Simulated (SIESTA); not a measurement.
Crystal: BaTiO3.

```
Ba Ti O
1.0
     2.82737    1.63238    2.31839
    -2.82737    1.63238    2.31839
     0.00000   -3.26476    2.31839
Ba Ti O
1 1 3
Direct
  0.00000 0.00000 0.00000
  0.48450 0.48450 0.48450
  0.50860 0.01750 0.50860
  0.01750 0.50860 0.50860
  0.50860 0.50860 0.01750
```

Base run:

| Property | Result |
| --- | --- |
| Program | SIESTA 5.4.2 |
| Functional | LDA |
| Potentials or basis | PseudoDojo 0.4 standard (LDA files) |
| Basis | DZP (energy shift 0.003 Ry; two zetas on semicore shells; d shell added on Ba) |
| Grid cutoff | 800 Ry |
| Energy shift | 0.003 Ry |
| k mesh | 7 × 7 × 7 |
| Occupations | fermi-dirac, width 0.05 eV |
| Spin | no spin polarisation |

Its results: band gap on the k mesh 2.33 eV, indirect (least direct gap 2.66 eV); pressure -3.7 GPa; largest force 0.134 eV/Å.

Problem. The run is repeated on the same cell with these changes: functional from LDA to PBEsol; potentials or basis from PseudoDojo 0.4 standard (LDA files) to PseudoDojo 0.4 standard (PBEsol files). What comes out?

Solution. Band gap on the k mesh 2.36 eV, indirect (least direct gap 2.69 eV); pressure 1.0 GPa; largest force 0.200 eV/Å.

Caveats: this set's barium file shifts pressures by up to 1 GPa against other sets; spin-orbit coupling is left out, which moves the levels of the heavy elements; the basis of atomic orbitals isn't converged, which shifts pressures, moduli and gaps.

A k mesh can miss the band edges.

Not every run made on this cell is shown here.
